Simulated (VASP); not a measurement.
# MgS (110), 5 units in VASP, part 3 of 4

How does MgS (110), 5 units behave as a surface?

VASP 6.6.1; PBE; plane waves and PAW (Mg, S).

So far. Step 2 (Surface relaxation): The run ended after 7 ionic steps, 0.331 eV below its first step, once the forces on the free atoms met EDIFFG = -0.03. Step 3 (Potential and states of the slab): The vacuum level lies 4.94 eV above the highest filled level at the upper face; both faces agree, as the slab has next to no dipole.

### Step 4. The slab in a field, field -0.1

A field across the slab, with the atoms held, gives the electronic response: the dipole changes linearly with the field, and the energy has a linear term from the slab's own dipole and a quadratic one from its polarisability.

INCAR reads:

```
SYSTEM = MgS
PREC = Normal
ENCUT = 300
EDIFF = 1E-06
NELM = 120
ISMEAR = 0
SIGMA = 0.05
LREAL = .FALSE.
ALGO = Fast
GGA = PE
NBANDS = 30
LORBIT = 11
LWAVE = .FALSE.
LCHARG = .FALSE.
KPAR = 4
LASPH = .TRUE.
IDIPOL = 3
LDIPOL = .TRUE.
DIPOL = 0.5 0.5 0.5
EFIELD = -0.1
LVHAR = .TRUE.
```

POSCAR reads:

```
MgS
1.0
    3.6769552600      0.0000000000      0.0000000000
    0.0000000000      5.2000000000      0.0000000000
    0.0000000000      0.0000000000     25.3539105243
Mg S
5 5
Direct
    0.5000000000      0.5000000000      0.3631258106
    0.0000000000      0.0000000000      0.4214746711
    0.5000000000      0.5000000000      0.5000000000
    0.0000000000      0.0000000000      0.5785253289
    0.5000000000      0.5000000000      0.6368741894
    0.5000000000      0.0000000000      0.3520506872
    0.0000000000      0.5000000000      0.4273755757
    0.5000000000      0.0000000000      0.5000000000
    0.0000000000      0.5000000000      0.5726244243
    0.5000000000      0.0000000000      0.6479493128
```

KPOINTS reads:

```
Automatic mesh
0
Gamma
8 6 1
0 0 0
```

Potentials, in the order of the species: Mg and S (PBE family, release 64).

Run with:

```bash
$ mpirun -np 4 vasp_std
```

The program printed:

```text
[... set-up lines as in an earlier step ...]
 entering main loop
       N       E                     dE             d eps       ncg     rms          rms(c)
DAV:   1     0.218597505245E+03    0.21860E+03   -0.10015E+04  1200   0.635E+02
DAV:   2    -0.492078355811E+01   -0.22352E+03   -0.21562E+03  1742   0.158E+02
DAV:   3    -0.421673034845E+02   -0.37247E+02   -0.36998E+02  1434   0.685E+01
DAV:   4    -0.435658232420E+02   -0.13985E+01   -0.13959E+01  1610   0.169E+01
DAV:   5    -0.436041188401E+02   -0.38296E-01   -0.38286E-01  1602   0.270E+00    0.105E+01
RMM:   6    -0.407034802830E+02    0.29006E+01   -0.45446E+00  1316   0.666E+00    0.742E+00
RMM:   7    -0.403165160100E+02    0.38696E+00   -0.38560E+00  1506   0.595E+00    0.436E+00
RMM:   8    -0.403307748168E+02   -0.14259E-01   -0.95230E-01  1468   0.331E+00    0.225E+00
RMM:   9    -0.402645427785E+02    0.66232E-01   -0.15066E-01  1546   0.140E+00    0.440E-01
RMM:  10    -0.402695497409E+02   -0.50070E-02   -0.40737E-02  1609   0.690E-01    0.293E-01
RMM:  11    -0.402719835212E+02   -0.24338E-02   -0.69722E-03  1530   0.325E-01    0.128E-01
RMM:  12    -0.402723229121E+02   -0.33939E-03   -0.19830E-03  1695   0.165E-01    0.698E-02
RMM:  13    -0.402729525438E+02   -0.62963E-03   -0.72377E-04  1541   0.945E-02    0.127E-01
RMM:  14    -0.402730008520E+02   -0.48308E-04   -0.21613E-04  1616   0.511E-02    0.511E-02
RMM:  15    -0.402731215548E+02   -0.12070E-03   -0.59497E-05  1532   0.314E-02    0.230E-02
RMM:  16    -0.402734219829E+02   -0.30043E-03   -0.61729E-05  1579   0.288E-02    0.683E-03
RMM:  17    -0.402735167577E+02   -0.94775E-04   -0.25846E-05  1571   0.187E-02    0.222E-02
RMM:  18    -0.402735880212E+02   -0.71264E-04   -0.15163E-05  1587   0.117E-02    0.551E-03
RMM:  19    -0.402735964856E+02   -0.84644E-05   -0.33038E-06  1257   0.615E-03    0.315E-03
RMM:  20    -0.402736041949E+02   -0.77093E-05   -0.10702E-06  1174   0.349E-03    0.102E-03
RMM:  21    -0.402736079420E+02   -0.37471E-05   -0.54075E-07  1156   0.249E-03    0.177E-03
RMM:  22    -0.402736116248E+02   -0.36828E-05   -0.24757E-07  1032   0.165E-03    0.359E-04
RMM:  23    -0.402736122999E+02   -0.67506E-06   -0.69402E-08   798   0.108E-03
   1 F= -.40273612E+02 E0= -.40273612E+02  d E =-.277846E-12
```

Elapsed: 16 s, on 4 MPI ranks of Intel Xeon 6975P-C (Granite Rapids), shared host; peak memory 1 GiB; 61 s of CPU time.

Parts of OUTCAR (step 4):

```text
The static configuration has the point symmetry D_2h.

 Found     20 irreducible k-points:

   NELECT =      40.0000    total number of electrons

 dipolmoment           0.000000      0.000000     -0.090002 electrons x Angstroem

 E-fermi :  -1.2720

 k-point     1 :       0.0000    0.0000    0.0000
  band No.  band energies     occupation
    ...
     16      -2.5186      2.00000
     17      -2.4092      2.00000
     18      -2.0289      2.00000
     19      -1.6317      2.00000
     20      -1.5037      2.00000
     21      -0.1580      0.00000
     22       0.4989      0.00000
     23       1.4942      0.00000
     24       2.4800      0.00000
     25       2.5535      0.00000
    ...

 k-point     2 :       0.1250    0.0000    0.0000
  band No.  band energies     occupation
    ...
     16      -2.5237      2.00000
     17      -2.5227      2.00000
     18      -2.4785      2.00000
     19      -2.1110      2.00000
     20      -1.9458      2.00000
     21       0.1307      0.00000
     22       0.6306      0.00000
     23       2.0102      0.00000
     24       2.8504      0.00000
     25       3.0201      0.00000
    ...

  Total        4.4135091     -7.8365563     -0.2142679      0.0000000      0.0000000      0.0000000
  in kB       14.5867308    -25.8999662     -0.7081595      0.0000000      0.0000000      0.0000000
  external PRESSURE =      -4.0071317 kB  Pullay stress =       0.0000000 kB

 POSITION                                       TOTAL-FORCE (eV/Angst)
 -----------------------------------------------------------------------------------
      1.83848      2.60000      9.20666         0.000000      0.000000      0.045662
      0.00000      0.00000     10.68603         0.000000      0.000000      0.048113
      1.83848      2.60000     12.67696         0.000000      0.000000      0.041226
      0.00000      0.00000     14.66788         0.000000      0.000000      0.034012
      1.83848      2.60000     16.14725         0.000000      0.000000      0.026616
      1.83848      0.00000      8.92586         0.000000      0.000000     -0.053225
      0.00000      2.60000     10.83564         0.000000      0.000000     -0.036765
      1.83848      0.00000     12.67696         0.000000      0.000000     -0.045726
      0.00000      2.60000     14.51827         0.000000      0.000000     -0.035171
      1.83848      0.00000     16.42805         0.000000      0.000000     -0.024744
 -----------------------------------------------------------------------------------
    total drift:                                0.000000     -0.000000      0.000163

  FREE ENERGIE OF THE ION-ELECTRON SYSTEM (eV)
  ---------------------------------------------------
  free  energy   TOTEN  =       -40.2736122999 eV

  energy  without entropy=      -40.2736122999  energy(sigma->0) =      -40.27361230

 vacuum level on the upper side and lower side of the slab         4.183         2.594

 total charge
# of ion       s       p       d       tot
------------------------------------------
    1        0.151   0.119   0.033   0.304
    2        0.142   0.131   0.039   0.312
    3        0.137   0.126   0.039   0.301
    4        0.142   0.131   0.039   0.312
    5        0.151   0.119   0.033   0.303
    6        1.318   2.432   0.000   3.749
    7        1.316   2.524   0.000   3.840
    8        1.315   2.475   0.000   3.790
    9        1.316   2.525   0.000   3.841
   10        1.318   2.431   0.000   3.749
--------------------------------------------------
tot          7.305  13.013   0.183  20.501

[... 8 parts as in an earlier step ...]

[... 5 further parts left out ...]
```

Numbers from this step:

```
electronic cycles              : 23
Fermi energy                   : -1.272 eV
dipole moment                  : 0, 0, -0.09000 e·Å
gap on the k-mesh              : 1.346 eV
least direct gap on the k-mesh : 1.346 eV
```

The planar average of the electrostatic potential oscillates, so the rows of the table below give means over windows of 1.88 Å about each position, cut where the curve ends. Its maxima inside the range that stand out by 2 % of the span (Å: eV): 6.5: 4.43, 9.9: -1.58, 11.7: -0.0259, 13.6: 0.006, 15.5: -1.48, 24.9: 5.46. Its minima: 0.5: 3.87, 9.0: -8.31, 10.8: -8.73, 12.7: -8.50, 14.6: -8.66, 16.3: -8.20.

Zero at the Fermi level. Planar average of the electrostatic potential against height; means over each step:

```
height (Å)  planar average of the electrostatic potential (eV)
      0.94                                                3.99
      2.82                                                4.10
      4.70                                                4.29
      6.58                                                4.36
      8.46                                               -2.49
     10.34                                               -5.04
     12.22                                               -4.30
     14.10                                               -4.40
     15.98                                               -4.67
     17.86                                                3.38
     19.74                                                4.93
     21.62                                                5.13
     23.50                                                5.32
```

Force by atom:

```csv
atom,x (eV/Å),y (eV/Å),z (eV/Å),size
Mg1,0.0000,0.0000,0.0457,0.0457
Mg2,0.0000,0.0000,0.0481,0.0481
Mg3,0.0000,0.0000,0.0412,0.0412
Mg4,0.0000,0.0000,0.0340,0.0340
Mg5,0.0000,0.0000,0.0266,0.0266
S6,0.0000,0.0000,-0.0532,0.0532
S7,0.0000,0.0000,-0.0368,0.0368
S8,0.0000,0.0000,-0.0457,0.0457
S9,0.0000,0.0000,-0.0352,0.0352
S10,0.0000,0.0000,-0.0247,0.0247
```

VASP counts the dipole in electrons times Å, so a positive number points the physical dipole along −c. A positive EFIELD is likewise a physical field along −c.

Energy at zero smearing: -40.27361 eV.

### Step 5. The slab in a field, field 0.1

Changes to INCAR since step 4:

```diff
@@ -19,3 +19,3 @@
 DIPOL = 0.5 0.5 0.5
-EFIELD = -0.1
+EFIELD = 0.1
 LVHAR = .TRUE.
```

POSCAR is that of step 4.

KPOINTS is that of step 4.

Run with:

```bash
$ mpirun -np 4 vasp_std
```

The program printed:

```text
[... set-up lines as in an earlier step ...]
 entering main loop
       N       E                     dE             d eps       ncg     rms          rms(c)
DAV:   1     0.218575047114E+03    0.21858E+03   -0.10012E+04  1200   0.635E+02
DAV:   2    -0.532244371747E+01   -0.22390E+03   -0.21643E+03  1768   0.158E+02
DAV:   3    -0.422138526205E+02   -0.36891E+02   -0.36664E+02  1428   0.682E+01
DAV:   4    -0.435677606171E+02   -0.13539E+01   -0.13517E+01  1620   0.166E+01
[...]
RMM:  21    -0.402736074261E+02   -0.24318E-05   -0.46718E-07  1134   0.238E-03    0.158E-03
RMM:  22    -0.402736119703E+02   -0.45441E-05   -0.33702E-07  1071   0.180E-03    0.345E-04
RMM:  23    -0.402736121686E+02   -0.19837E-06   -0.46562E-08   722   0.979E-04
   1 F= -.40273612E+02 E0= -.40273612E+02  d E =-.120013E-10
```

Run time: 16 s. Hardware: 4 MPI ranks; peak memory 1 GiB.

From OUTCAR (step 5):

```text
  Total        4.4137894     -7.8362751     -0.2139662      0.0000000      0.0000000      0.0000000
  in kB       14.5876570    -25.8990368     -0.7071624      0.0000000      0.0000000      0.0000000
  external PRESSURE =      -4.0061808 kB  Pullay stress =       0.0000000 kB

 POSITION                                       TOTAL-FORCE (eV/Angst)
 -----------------------------------------------------------------------------------
      1.83848      2.60000      9.20666         0.000000      0.000000     -0.026612
      0.00000      0.00000     10.68603         0.000000      0.000000     -0.034016
      1.83848      2.60000     12.67696         0.000000      0.000000     -0.041233
      0.00000      0.00000     14.66788         0.000000      0.000000     -0.048118
      1.83848      2.60000     16.14725         0.000000      0.000000     -0.045675
      1.83848      0.00000      8.92586         0.000000      0.000000      0.024770
      0.00000      2.60000     10.83564         0.000000      0.000000      0.035223
      1.83848      0.00000     12.67696         0.000000      0.000000      0.045735
      0.00000      2.60000     14.51827         0.000000      0.000000      0.036757
      1.83848      0.00000     16.42805         0.000000      0.000000      0.053170
 -----------------------------------------------------------------------------------
    total drift:                                0.000000     -0.000000     -0.000127

  FREE ENERGIE OF THE ION-ELECTRON SYSTEM (eV)
  ---------------------------------------------------
  free  energy   TOTEN  =       -40.2736121686 eV

  energy  without entropy=      -40.2736121686  energy(sigma->0) =      -40.27361217

[... 2 parts as in an earlier step ...]

[... 1 further part left out ...]
[key lines of the parts left out:]
E-fermi :  -1.2933
```

This step gave:

- Fermi energy: -1.293 eV
- dipole moment: 0, 0, 0.09000 e·Å

Zero at the Fermi level. Planar average of the electrostatic potential against height:

height (Å), planar average of the electrostatic potential (eV) and a bar from the least value:
```
      0.0       4.68 ############################
      0.5       5.47 ##############################
      1.0       5.42 ##############################
      1.5       5.37 ##############################
      2.0       5.32 ##############################
      2.5       5.27 ##############################
      3.0       5.22 #############################
      3.5       5.17 #############################
      4.0       5.12 #############################
      4.5       5.07 #############################
      5.0       5.02 #############################
      5.5       4.97 #############################
      6.0       4.91 #############################
      6.5       4.84 #############################
      7.0       4.69 ############################
      7.5       4.24 ###########################
      8.0       2.63 ########################
      8.5      -3.55 ###########
      9.0      -8.16 #
      9.5      -3.95 ##########
     10.0      -1.65 ###############
     10.5      -6.84 ####
     11.0      -7.73 ##
     11.5      -1.26 ################
     12.0      -1.49 ###############
     12.5      -7.73 ##
     13.0      -6.30 #####
     13.5      -0.27 ##################
     14.0      -3.27 ###########
     14.5      -8.56 
     15.0      -5.18 #######
     15.5      -1.58 ###############
     16.0      -5.83 ######
     16.5      -7.88 #
     17.0      -1.30 ################
     17.5       3.14 #########################
     18.0       4.19 ###########################
     18.5       4.42 ############################
     19.0       4.45 ############################
     19.5       4.42 ############################
     20.0       4.37 ############################
     20.5       4.32 ############################
     21.0       4.27 ###########################
     21.5       4.22 ###########################
     22.0       4.17 ###########################
     22.5       4.12 ###########################
     23.0       4.08 ###########################
     23.5       4.03 ###########################
     24.0       3.97 ###########################
     24.5       3.92 ###########################
     25.0       3.94 ###########################
```

Energy at zero smearing: -40.27361 eV.

### Step 6. Derived quantities

This step: slab, PBE; plane waves and PAW (VASP 6.6.1).

This step runs nothing: it gathers the runs above.

This step gave:

```yaml
polarisability_per_area_of_the_slab_or_monolayer: 0.6778 Å
ionisation_potential_at_the_upper_face: 4.942 eV
```

VASP counts both for electrons: a positive EFIELD is a field along -c, and a positive dipole, in electrons times A, points along -c. Field, by row:

```csv
EFIELD (eV/Å),dipole along z (e Å),energy change (eV)
-0.1,-0.09,-0.004498
0,0,0
0.1,0.09,-0.004498
```

The polarisability is the slope of the dipole against the field, as a volume for each unit of area.

(Part 3 of 4 ends here.)

[Lines on the potential files, build, host, timing and source positions are cut from VASP's logs without a mark.]

[Logs are printed without paths, hosts, clocks, repeated set-up lines and the standing remarks that a program may print on its own settings, such as how far it seeks lower states.]

[Hosts, paths, dates, database ids (printed as entryN), source tags and the programs' standing remarks are cut or masked in the printed files.]

[In band tables of VASP the shares of atoms and orbitals are scaled to a sum of 1 inside the atoms' spheres.]

[Runs that stopped without an error message from VASP are left out.]
